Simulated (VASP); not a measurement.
Wanted: the native input for a VASP 6.6.1 run.

```
Task                   : relaxation of cell and atoms
Functional             : rev-vdW-DF2
Potentials or basis    : VASP PAW PBE potentials, release 64 (Sn_d, Se)
Cutoff                 : 600 eV
k mesh                 : 9 × 9 × 5
Occupations            : gaussian, width 0.03 eV
Spin                   : no spin polarisation
Further INCAR settings : ALGO = Normal; EDIFF = 1e-07; IBRION = 2; EDIFFG = -0.005; NSW = 90; ISIF = 3
```

The structure of SnSe2 lies in POSCAR:

```
SnSe2                                   
1.0
    3.8657783121      0.0000000000     -0.0000000000
   -1.9328891560      3.3478622279      0.0000000000
    0.0000000000      0.0000000000      6.0908815301
  Sn              Se            
     1     2
Direct
     0.0000000000000000    0.0000000000000000    1.0000000000000000
     0.3333333300000021    0.6666666699999979    0.2627388523232659
     0.6666666699999979    0.3333333300000021    0.7372611476767342
```

The cell was built by a generator and needn't be a form met in nature.

One way to write it, as run:

INCAR

```
AGGAC    = 0.0          
ALGO     = Normal         # electronic algorithm
EDIFF    = 1E-7           # SCF threshold, eV
EDIFFG   = -0.005         # ionic threshold
ENCUT    = 600            # plane-wave cutoff, eV
GGA      = MK             # functional
IBRION   = 2              # ionic algorithm
ISIF     = 3              # what is computed and relaxed
ISMEAR   = 0              # smearing method
LASPH    = True           # aspherical terms in the spheres
LCHARG   = False          # write CHGCAR
LREAL    = False          # projectors in reciprocal space
LUSE_VDW = True         
LWAVE    = False          # write WAVECAR
NELM     = 80             # most SCF steps
NSW      = 90             # ionic steps
PARAM1   = 0.1234       
PARAM2   = 0.711357     
PREC     = Accurate       # precision mode
SIGMA    = 0.03           # smearing width, eV
ZAB_VDW  = -1.8867
```

KPOINTS

```
k-points
0
Gamma
  9 9 5
```

Potentials or basis: VASP PAW PBE potentials, release 64 (Sn_d, Se).

Run with:

```sh
$ cat potpaw_PBE.64/Sn_d/POTCAR potpaw_PBE.64/Se/POTCAR > POTCAR
$ mpirun -np 1 vasp_std > vasp.out
```

It gave:

```json
{
 "Pressure after relaxing": "0.0 GPa",
 "Band gap on the k mesh": "0.40 eV, indirect (least direct gap 0.67 eV)"
}
```

Caveat: the relaxation stopped at its first step, so nothing moved; the PAW data sets were made with another functional, which shifts forces and pressure a little; spin-orbit coupling is left out, which moves the levels of the heavy elements; an odd mesh through Γ misses points on the zone boundary, where band edges often lie.

It took 2.6 min on 1 thread of Intel(R) Xeon(R) Platinum 8488C (Sapphire Rapids) (shared host), peak memory 0.55 GiB.
